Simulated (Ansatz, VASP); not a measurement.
One calculation of PbSe, two programs

File INCAR:

```
ALGO     = Normal         # electronic algorithm
EDIFF    = 1E-6           # SCF threshold, eV
ENCUT    = 520            # plane-wave cutoff, eV
GGA      = PE             # functional
ISIF     = 2              # what is computed and relaxed
ISMEAR   = 0              # smearing method
LASPH    = T              # aspherical terms in the spheres
LCHARG   = T              # write CHGCAR
LELF     = T              # ELF
LREAL    = F              # projectors in reciprocal space
LVHAR    = T            
LWAVE    = F              # write WAVECAR
NBANDS   = 17             # bands
NELM     = 60             # most SCF steps
PREC     = Accurate       # precision mode
SIGMA    = 0.03           # smearing width, eV
```

The input KPOINTS:

```
k-points
0
Gamma
  10 10 10
```

Contents of POSCAR:

```
PbSe
1.0
    0.0000000000      3.0621500000      3.0621500000
    3.0621500000      0.0000000000      3.0621500000
    3.0621500000      3.0621500000      0.0000000000
Pb Se
1 1
Direct
    0.0000000000      0.0000000000      0.0000000000
    0.5816419836      0.5816419836      0.4183580164
```

Input for Ansatz:

```yaml
crystal:
  lattice:
    - [0.0, 3.06215, 3.06215]
    - [3.06215, 0.0, 3.06215]
    - [3.06215, 3.06215, 0.0]
  atoms:
    - { symbol: Pb, position: [0.0, 0.0, 0.0] }
    - { symbol: Se, position: [0.5816419836, 0.5816419836, 0.4183580164] }
basis:
  ecutwfc: 420
kpoints:
  mp_grid: { grid: [10, 10, 10] }
hamiltonian:
  xc: pbe
scf:
  occupations: { method: gaussian, width: 0.03 }
output:
  forces: true
  stress: true
  eigenvalues: true
```

Change from the starting cell: all Se atoms moved -0.500 Å, as atom 2 towards its neighbour atom 1 (Pb) at 3.062 Å.

Alike in both runs: task single point; functional PBE; k mesh 10 × 10 × 10; occupations gaussian, width 0.03 eV; no spin polarisation.

|  | VASP | Ansatz |
| --- | --- | --- |
| version | VASP 6.6.1 | Ansatz 0.2.0 |
| potentials or method | VASP PAW PBE potentials, release 64 (Pb_d, Se) | scalar-relativistic, plane waves, PAW |
| plane-wave cutoff (eV) | 520 | 420 |
| valence electrons in the cell | 20 | 30 |

```tsv
	VASP	Ansatz	Ansatz less VASP
gap on the k mesh at the Fermi level (eV)	1.32	1.31	-0.004
least direct gap on the mesh (eV)	1.45	1.45	-0.002
pressure (GPa)	6.7	6.7	-0.01
largest component of the traceless stress (GPa)	8.39	8.32	-0.071
rms of the force components (eV/Å)	1.080	1.071	-0.0092
```

Atom by atom the forces differ by 0.009 eV/Å (rms over components). With one functional, cell and mesh, what is left measures potentials, basis and numerics. The two sets of potentials don't hold the same shells in valence.

Caveats: spin-orbit coupling is left out, which as a rule narrows the gap of such compounds by several tenths of an eV; forces of over 1 eV/Å show positions far from the minimum, so gaps and moduli don't describe the material at rest. A k mesh can miss the band edges.
